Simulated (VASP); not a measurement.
# AlN (P6_3mc) in VASP: dielectric tensor with PBE

Aim: the dielectric tensor of AlN with PBE.

All numbers are computed with VASP 6.6.1; they aren't measurements. Logs are shortened: lines on timing, memory, paths and dates and some standing lists are left out, and cuts for length are marked.

**Measured values to compare with.**

From “Structural and optical properties of self-assembled AlN nanowires grown on SiO2/Si substrates by molecular beam epitaxy”, 2024, arxiv:2402.00216, for a bulk crystal of AlN at 0 K: band gap 6.0343 eV (an exciton energy, a little under the gap).

The results are compared with them further down.

## (1) Starting point

It takes space group P6_3mc (No. 186, hexagonal). Conventional cell: a = 3.112 Å, b = 3.112 Å, c = 4.983 Å, α = 90.00°, β = 90.00°, γ = 120.00°. Al (site symmetry 3m) is surrounded by 4 N at 1.89 to 1.90 Å. N (site symmetry 3m) has 4 Al at 1.89 to 1.90 Å as nearest neighbours.

## (2) Dielectric tensor, PBE

File INCAR:

```
SYSTEM = AlN
PREC = Accurate
ENCUT = 520
EDIFF = 1E-8
ISMEAR = 0
SIGMA = 0.01
LREAL = .False.
LASPH = .True.
NELM = 100
ALGO = Normal
ISIF = 2
LWAVE = .False.
LCHARG = .False.
GGA = PE
LEPSILON = .True.
```

File KPOINTS:

```
regular mesh
0
Gamma
  8 8 4
  0 0 0
```

File POSCAR:

```
AlN
1.0
    3.1122758884      0.0000000000      0.0000000000
   -1.5561379442      2.6953099829      0.0000000000
    0.0000000000      0.0000000000      4.9833180591
Al N
2 2
Direct
    0.3333333333      0.6666666667     -0.0009177615
    0.6666666667      0.3333333333      0.4990822385
    0.3333333333      0.6666666667      0.3809177615
    0.6666666667      0.3333333333      0.8809177615
```

Potentials or basis: VASP PAW PBE potentials, release 64 (Al, N).

Command:

```
> cat potpaw_PBE.64/Al/POTCAR potpaw_PBE.64/N/POTCAR > POTCAR
> mpirun -np 1 vasp_std > vasp.out
```

OUTCAR:

```text
SYSTEM = AlN
   PREC = Accurate
   ENCUT = 520
   EDIFF = 1E-8
   ISMEAR = 0
   LREAL = .False.
   LASPH = .True.
   NELM = 100
   ISIF = 2
   GGA = PE
   LEPSILON = .True.

 ion  position               nearest neighbor table
   1  0.333  0.667  0.999-   4 1.89   4 1.89   4 1.89   3 1.90   2 3.07   2 3.07   2 3.07   2 3.07
                             2 3.07   2 3.07
   2  0.667  0.333  0.499-   3 1.89   3 1.89   3 1.89   4 1.90   1 3.07   1 3.07   1 3.07   1 3.07
                             1 3.07   1 3.07
   3  0.333  0.667  0.381-   2 1.89   2 1.89   2 1.89   1 1.90
   4  0.667  0.333  0.881-   1 1.89   1 1.89   1 1.89   2 1.90

  LATTYP: Found a hexagonal cell.
 ALAT       =     3.1122758884
 C/A-ratio  =     1.6011813341

  Lattice vectors:

 A1 = (   3.1122758884,   0.0000000000,   0.0000000000)
 A2 = (  -1.5561379442,   2.6953099829,   0.0000000000)
 A3 = (   0.0000000000,   0.0000000000,   4.9833180591)

Analysis of symmetry for initial positions (statically):
=====================================================================
 Subroutine PRICEL returns:
 Original cell was already a primitive cell.

 Routine SETGRP: Setting up the symmetry group for a
 hexagonal supercell.

 Subroutine GETGRP returns: Found 12 space group operations
 (whereof  6 operations were pure point group operations)
 out of a pool of 24 trial point group operations.

The static configuration has the point symmetry C_3v.
 The point group associated with its full space group is C_6v.

Analysis of symmetry for dynamics (positions and initial velocities):
=====================================================================
 Subroutine PRICEL returns:
 Original cell was already a primitive cell.

 Routine SETGRP: Setting up the symmetry group for a
 hexagonal supercell.

 Subroutine GETGRP returns: Found 12 space group operations
 (whereof  6 operations were pure point group operations)
 out of a pool of 24 trial point group operations.

The dynamic configuration has the point symmetry C_3v.
 The point group associated with its full space group is C_6v.

 Subroutine INISYM returns: Found 12 space group operations
 (whereof  6 operations are pure point group operations),
 and found     1 'primitive' translations

----------------------------------------------------------------------------------------

                                     Primitive cell

  volume of cell :      41.8028

  direct lattice vectors                    reciprocal lattice vectors
     3.112275888  0.000000000  0.000000000     0.321308276  0.185507420  0.000000000
    -1.556137944  2.695309983  0.000000000     0.000000000  0.371014839  0.000000000
     0.000000000  0.000000000  4.983318059     0.000000000  0.000000000  0.200669511

  length of vectors
     3.112275888  3.112275888  4.983318059     0.371014839  0.371014839  0.200669511

  position of ions in fractional coordinates (direct lattice)
     0.333333333  0.666666667  0.999082239
     0.666666667  0.333333333  0.499082239
     0.333333333  0.666666667  0.380917762
     0.666666667  0.333333333  0.880917762

  ion indices of the primitive-cell ions
   primitive index   ion index
                 1           1
                 2           2
                 3           3
                 4           4

----------------------------------------------------------------------------------------

 KPOINTS: regular mesh

Automatic generation of k-mesh.
 Grid dimensions read from file:
 generate k-points for:    8    8    4

 Generating k-lattice:

  Cartesian coordinates                     Fractional coordinates (reciprocal lattice)
     0.040163534  0.023188427  0.000000000     0.125000000  0.000000000  0.000000000
     0.000000000  0.046376855  0.000000000     0.000000000  0.125000000  0.000000000
     0.000000000  0.000000000  0.050167378     0.000000000  0.000000000  0.250000000

  Length of vectors
     0.046376855  0.046376855  0.050167378

  Shift w.r.t. Gamma in fractional coordinates (k-lattice)
     0.000000000  0.000000000  0.000000000

 Subroutine IBZKPT returns following result:
 ===========================================

 Found     30 irreducible k-points:

 Following reciprocal coordinates:
            Coordinates               Weight
  0.000000  0.000000  0.000000      1.000000
  0.125000  0.000000  0.000000      6.000000
  0.250000  0.000000  0.000000      6.000000
  0.375000  0.000000  0.000000      6.000000
  0.500000  0.000000  0.000000      3.000000
[... 49 lines left out ...]
   NELECT =      16.0000    total number of electrons
   NUPDOWN=      -1.0000    fix difference up-down
   EMIN   =  10.00;   EMAX   =-10.00  energy-range for DOS
   EFERMI =   0.00;   METHOD = LEGACY
   ISMEAR =     0;   SIGMA  =   0.01  broadening in eV -4-tet -1-fermi 0-gaus
   EFERMI_NEDOS =   21; number of points for ismear=-14 and -15
   IALGO  =     38    algorithm
   IMIX   =      4    mixing-type and parameters
     AMIX     =   0.40;   BMIX     =  1.00
     AMIX_MAG =   1.60;   BMIX_MAG =  1.00
  volume/ion in A,a.u.               =      10.45        70.52
  Fermi-wavevector in a.u.,A,eV,Ry     =   1.188629  2.246183 19.222843  1.412839
  Thomas-Fermi vector in A             =   2.324754
   LORBIT       =      0    0 simple, 1 ext, 2 COOP (PROOUT), +10 PAW based schemes
   GGA     = PE    functional components
   LHFCALC =     F    Hartree Fock is set to
   AEXX    =    0.0000 exact exchange contribution
   IVDW    =     0    specifies the selected vdW correction
   LEPSILON=     T    determine dielectric tensor
   LRPA    =     F    only Hartree local field effects (RPA)
 non-spin polarized calculation
 Gauss-broadening in eV      SIGMA  =   0.01
  energy-cutoff  :      520.00
  volume of cell :       41.80
 maximum number of plane-waves:      1140
 NGX is ok and might be reduce to    24
   NGX = 11   NGY = 11   NGZ = 19

--------------------------------------- Ionic step        1  -------------------------------------------

 number of electron      15.9999997 magnetization

 E-fermi :   6.2619     XC(G=0): -10.9069

 val. band max:        6.1489440956   @ k =   0.0000   0.0000   0.0000
 cond. band min:      10.3464714432   @ k =   0.0000   0.0000   0.0000
 fundamental gap:      4.1975273476
 Fermi energy:         6.2619494977

 k-point     1 :       0.0000    0.0000    0.0000
  band No.  band energies     occupation
      1      -9.0373      2.00000
      2      -6.8932      2.00000
      3       0.1572      2.00000
      4       5.2801      2.00000
      5       5.2801      2.00000
      6       5.9303      2.00000
      7       5.9303      2.00000
      8       6.1489      2.00000
      9      10.3465      0.00000
     10      12.7984      0.00000
     11      16.7548      0.00000
     12      17.2897      0.00000
[... 331 lines left out ...]
 k-point    24 :       0.3750    0.0000    0.5000
  band No.  band energies     occupation
      1      -6.9706      2.00000
      2      -6.9706      2.00000
      3       1.0551      2.00000
      4       1.0551      2.00000
      5       4.6549      2.00000
      6       4.6549      2.00000
      7       4.7965      2.00000
      8       4.7965      2.00000
      9      11.8065      0.00000
     10      11.8065      0.00000
     11      15.6204      0.00000
     12      15.6204      0.00000

 [... further k-points ...]

  FORCE on cell =-STRESS in cart. coord.  units (eV):
  Direction    XX          YY          ZZ          XY          YZ          ZX
  --------------------------------------------------------------------------------------
  -------------------------------------------------------------------------------------
  Total        0.8840674      0.8840674      0.9063791      0.0000000      0.0000000      0.0000000
  in kB       33.8836771     33.8836771     34.7388189      0.0000000      0.0000000      0.0000000
  external PRESSURE =      34.1687244 kB  Pullay stress =       0.0000000 kB

 VOLUME and BASIS-vectors are now :
 -----------------------------------------------------------------------------
  energy-cutoff  :      520.00
  volume of cell :       41.80
      direct lattice vectors                 reciprocal lattice vectors
     3.112275888  0.000000000  0.000000000     0.321308276  0.185507420  0.000000000
    -1.556137944  2.695309983  0.000000000     0.000000000  0.371014839  0.000000000
     0.000000000  0.000000000  4.983318059     0.000000000  0.000000000  0.200669511

 POSITION                                       TOTAL-FORCE (eV/Angst)
 -----------------------------------------------------------------------------------
     -0.00000      1.79687      4.97874         0.000000      0.000000     -0.001657
      1.55614      0.89844      2.48709        -0.000000      0.000000     -0.001657
     -0.00000      1.79687      1.89823         0.000000      0.000000      0.001657
      1.55614      0.89844      4.38989        -0.000000      0.000000      0.001657
 -----------------------------------------------------------------------------------
    total drift:                               -0.000000      0.000000      0.000471

  FREE ENERGIE OF THE ION-ELECTRON SYSTEM (eV)
  ---------------------------------------------------
  free  energy   TOTEN  =       -29.7725106266 eV

  energy  without entropy=      -29.7725106266  energy(sigma->0) =      -29.77251063

 HEAD OF MICROSCOPIC STATIC DIELECTRIC TENSOR (INDEPENDENT PARTICLE, excluding Hartree and local field effects)
 ------------------------------------------------------
           4.582040     0.000000     0.000000
           0.000000     4.582040    -0.000000
           0.000000     0.000000     4.781629
 ------------------------------------------------------

 Free energy of the ion-electron system (eV)
  ---------------------------------------------------
  ---------------------------------------------------
  free energy    TOTEN  =        -0.43882409 eV

  energy without entropy =       -0.43882409

------------------------ aborting loop because EDIFF is reached ----------------------------------------

--------------------------------------- Ionic step        2  -------------------------------------------

------------------------ aborting loop because EDIFF is reached ----------------------------------------

--------------------------------------- Ionic step        3  -------------------------------------------

 Free energy of the ion-electron system (eV)
  ---------------------------------------------------
  ---------------------------------------------------
  free energy    TOTEN  =        -0.46454788 eV

  energy without entropy =       -0.46454788

------------------------ aborting loop because EDIFF is reached ----------------------------------------

 PIEZOELECTRIC TENSOR FIELD DIRECTION 3  (e Angst)
 -----------------------------------------------------------------------------
     0.68555  0.00000 -0.00000           (  0.00366  0.00000  0.00000)
     0.00000  0.68555  0.00000           (  0.00000  0.00366  0.00000)
    -0.00000 -0.00000 -1.04836           (  0.00000  0.00000 -0.00324)

 PIEZOELECTRIC TENSOR FIELD DIRECTION 3  (C/m^2)
 -----------------------------------------------------------------------------
     0.26275  0.00000 -0.00000
     0.00000  0.26275  0.00000
    -0.00000 -0.00000 -0.40181

 MACROSCOPIC STATIC DIELECTRIC TENSOR (including local field effects in DFT)
 ------------------------------------------------------
           4.441679     0.000000    -0.000000
          -0.000000     4.441679    -0.000000
           0.000000     0.000000     4.659234
 ------------------------------------------------------

 PIEZOELECTRIC TENSOR (including local field effects)  for field in x, y, z        (e  Angst)
          XX          YY          ZZ          XY          YZ          ZX
  --------------------------------------------------------------------------------
  x    -0.00000     0.00000    -0.00000    -0.00000     0.00000     0.87881
  y     0.00000    -0.00000     0.00000     0.00000     0.87881     0.00000
  z     0.68555     0.68555    -1.04836     0.00000     0.00000    -0.00000

 PIEZOELECTRIC TENSOR (including local field effects)  for field in x, y, z        (C/m^2)
          XX          YY          ZZ          XY          YZ          ZX
  --------------------------------------------------------------------------------
  x    -0.00000     0.00000    -0.00000    -0.00000     0.00000     0.33682
  y     0.00000    -0.00000     0.00000     0.00000     0.33682     0.00000
  z     0.26275     0.26275    -0.40181     0.00000     0.00000    -0.00000

 BORN EFFECTIVE CHARGES (including local field effects) (in |e|, cummulative output)
 ---------------------------------------------------------------------------------
 ion    1
    1     2.51369     0.00000    -0.00000
    2     0.00000     2.51369     0.00000
    3     0.00000     0.00000     2.67479
 ion    2
    1     2.51369     0.00000     0.00000
    2     0.00000     2.51369     0.00000
    3     0.00000     0.00000     2.67479
 ion    3
    1    -2.51369     0.00000     0.00000
    2     0.00000    -2.51369     0.00000
    3     0.00000     0.00000    -2.67479
 ion    4
    1    -2.51369     0.00000     0.00000
    2     0.00000    -2.51369     0.00000
    3    -0.00000     0.00000    -2.67479
```

It took 82 s on 1 thread of Intel Xeon Platinum 8488C (Sapphire Rapids), shared host; peak memory 0.23 GiB.

What came out:

| Property | Result |
| --- | --- |
| Band gap on the k mesh | 4.20 eV, direct |
| Electronic dielectric tensor (diagonal) | 4.44, 4.44, 4.66 |
| Born charges (mean of the diagonal) | Al +2.57; N -2.57 e |

Electronic dielectric tensor:
```
4.44 0.00 0.00
0.00 4.44 0.00
0.00 0.00 4.66
```

Born effective charge tensors (e):
atom 1, Al
```
2.51 0.00 0.00
0.00 2.51 0.00
0.00 0.00 2.67
```
atom 2, Al
```
2.51 0.00 0.00
0.00 2.51 0.00
0.00 0.00 2.67
```
atom 3, N
```
-2.51  0.00  0.00
 0.00 -2.51  0.00
 0.00  0.00 -2.67
```
atom 4, N
```
-2.51  0.00  0.00
 0.00 -2.51  0.00
 0.00  0.00 -2.67
```

## (3) How close it comes

Step 2. A measured gap of AlN is 6.0343 eV (an exciton energy, a little under the gap; 0 K; quoted in “Structural and optical properties of self-assembled AlN nanowires grown on SiO2/Si substrates by molecular beam epitaxy”, 2024, arxiv:2402.00216); the calculated 4.20 eV misses it by -1.84 eV. 2 values of this kind are on record (6.034 to 6.0343 eV); this one was drawn at random. The value is that of PBE, without temperature or zero-point motion. Semilocal functionals fall short of measured gaps as a rule.
